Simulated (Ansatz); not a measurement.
Working through a comparison of functionals at one structure of ZnSe, space group F-43m

Computed with Ansatz 0.2.0 through its Python package.

Input file `znse.cif`:
```cif
data_ZnSe
_cell_length_a 4.007598
_cell_length_b 4.007598
_cell_length_c 4.007598
_cell_angle_alpha 60.00000
_cell_angle_beta 60.00000
_cell_angle_gamma 60.00000
_symmetry_space_group_name_H-M 'P 1'
_symmetry_Int_Tables_number 1
loop_
_symmetry_equiv_pos_as_xyz
'x, y, z'
loop_
_atom_site_label
_atom_site_type_symbol
_atom_site_fract_x
_atom_site_fract_y
_atom_site_fract_z
Zn1 Zn    0.000000    0.000000    0.000000
Se2 Se    0.250000    0.250000    0.250000
```

Interactive session:
```pycon
>>> import csv
>>> import warnings
>>> import ansatz as az
>>> from ase.io import read
>>> warnings.simplefilter("ignore", az.DeckWarning)
>>> atoms = read("znse.cif")
>>> crystal = az.Crystal.from_ase(atoms)
>>> setup = (
...     crystal.calculation()
...     .occupations(az.OccupationsMethod.COLD, width=0.01)
...     .kpoints(6, center="gamma")
...     .basis(650)
...     .forces()
...     .stress()
... )
>>> rows = []
>>> for value in ["pbesol", "r2scan", "revpbe"]:
...     summary = setup.functional(value).run(threads=1, backend="cpu").report
...     rows.append((value, summary["free_energy_ev"] / len(summary["lattice"]["sites"]), summary["n_iterations"], sum(summary["stress_gpa"][i][i] for i in range(3)) / 3, max(abs(f) for row in summary["forces_ev_ang"] for f in row), summary["n_kpoints"]))
...
>>> with open("xc.csv", "w", newline="") as handle:
...     writer = csv.writer(handle)
...     writer.writerow(["functional", "F/atom (eV)", "iterations", "P (GPa)", "max component (eV/A)", "k-points"])
...     writer.writerows([round(v, 5) if isinstance(v, float) else v for v in row] for row in rows)
...
73
>>> print(open("xc.csv").read())
functional,F/atom (eV),iterations,P (GPa),max component (eV/A),k-points
pbesol,-4353.22438,6,-1.11202,0.0,16
r2scan,-4402.74775,7,-0.05465,0.0,16
revpbe,-4398.84584,6,3.75949,0.0,16
```

From lowest to highest: PBEsol (-1.1 GPa), r2SCAN (-0.1 GPa) and revPBE (3.8 GPa). At a fixed cell a lower pressure usually means a smaller equilibrium volume, so PBEsol prefers the smallest cell and revPBE the largest.

Notes:
- Forces vanish by symmetry here and test nothing.
- Pressure is positive in compression.
- The starting cell is as deposited in a crystallographic database; the results hold for this polymorph, which needn't be the stable one.
- Total energies of different functionals can't be compared; pressures, moments and gaps at this one structure can.
- Wall time of the script: 12 s on 1 thread of Intel(R) Xeon(R) Processor @ 2.30GHz, with other jobs on the host, peak memory 0.78 GiB.
